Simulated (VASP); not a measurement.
Wanted: the native input for a VASP 6.6.1 run.

- Task: single point
- Functional: LDA
- Potentials or basis: VASP PAW LDA potentials, release 64 (Al, N)
- Cutoff: 520 eV
- k mesh: 14 × 14 × 14
- Occupations: gaussian, width 0.02 eV
- Spin: no spin polarisation
- Further INCAR settings: ALGO = Normal; EDIFF = 1e-07; NBANDS = 11

The structure of AlN lies in POSCAR:

```
AlN                                     
1.0
    0.0000000000      2.0269694379      2.0269694379
    2.0269694379      0.0000000000      2.0269694379
    2.0269694379      2.0269694379      0.0000000000
  Al              N             
     1     1
Direct
     0.5000000000000000    0.5000000000000000    0.5000000000000000
     0.0000000000000000    0.0000000000000000    0.0000000000000000
```

Measurements of this composition are mostly on another form, of space group No. 186.

The cell isn't the ideal one: a relaxed cell with its volume scaled by 1.03.

One way to write it, as run:

INCAR

```
  ALGO = Normal
  EDIFF = 1E-7
  ENCUT = 520
  ISIF = 2
  ISMEAR = 0
  LASPH = True
  LCHARG = False
  LREAL = False
  LWAVE = False
  NBANDS = 11
  NELM = 60
  PREC = Accurate
  SIGMA = 0.02
```

KPOINTS

```
k-points
0
Gamma
  14 14 14
```

Potentials or basis: VASP PAW LDA potentials, release 64 (Al, N).

Command:

```console
$ cat potpaw_LDA.64/Al/POTCAR potpaw_LDA.64/N/POTCAR > POTCAR
$ mpirun -np 1 vasp_std > vasp.out
```

Results of the run:

| Quantity | Value |
| --- | --- |
| Pressure | -7.8 GPa |
| Band gap on the k mesh | 4.39 eV, indirect (least direct gap 5.66 eV) |

Wall time 7.5 s on 1 thread of AMD EPYC 9R45 96-Core Processor (Zen 5) (shared host), peak memory 0.1 GiB.
